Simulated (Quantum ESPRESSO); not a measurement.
# MoS2 in Quantum ESPRESSO: convergence with smearing width

Crystal: MoS2.

```
Mo S
1.0
     3.22746    0.00000    0.00000
    -1.61373    2.79507    0.00000
     0.00000    0.00000    6.31247
Mo S
1 2
Direct
  0.00000 0.00000 0.50000
  0.66667 0.33333 0.74468
  0.33333 0.66667 0.25532
```

Measurements of this composition are mostly on another form, of space group No. 194.

```yaml
Program: Quantum ESPRESSO 7.5
Task: single point
Functional: PBEsol
Potentials_or_basis: PseudoDojo 0.4 FR PBEsol stringent
Cutoff: 1225 eV
Density_cutoff: 4898 eV
k_mesh: 6 × 6 × 3
Occupations: fermi-dirac, width 0.5 eV
Spin: spin-orbit coupling, no magnetisation
```

These are the settings of the first run; the series varies smearing width, with any setting tied to it.

Hardware: 1 thread of Arm Neoverse V1 (shared host).

Task: The values tried are 0.5 eV, 0.3 eV, 0.2 eV, 0.136 eV, 0.1 eV, 0.05 eV, 0.025 eV, 0.01 eV, loosest first. From which on does the energy stay within 1 meV/atom of the tightest run that finished?

Result: From 0.05 eV on.

```tsv
smearing width	energy less the tightest run, at zero smearing (meV/atom)	pressure (GPa)	largest force (eV/Å)	SCF cycles	CPU time (s)	peak memory (GiB)
0.5 eV	21.52	-0.58	0.122	11	160	0.28
0.3 eV	14.91	-2.26	0.069	11	150	0.28
0.2 eV	8.31	-2.87	0.050	11	150	0.28
0.136 eV	3.77	-3.12	0.030	11	150	0.28
0.1 eV	1.84	-3.19	0.016	11	150	0.28
0.05 eV	0.24	-3.21	0.000	11	160	0.29
0.025 eV	0.01	-3.21	0.001	11	160	0.28
0.01 eV	0.00	-3.21	0.001	11	160	0.28
```

Against the tightest run, the pressure stays within 0.1 GPa from 0.136 eV on; the largest force stays within 0.005 eV/Å from 0.05 eV on. Narrower smearing needs a denser k mesh, so at a fixed mesh the narrowest width isn't the most accurate. The tightest run that finished is the yardstick and may itself not be fully converged.

Caveat, for the tightest run too: the k mesh is coarse (spacing up to 0.37 Å⁻¹), so the values aren't converged; this functional lacks dispersion, which binds the layers, so the pressure and a relaxed spacing across them are unreliable.
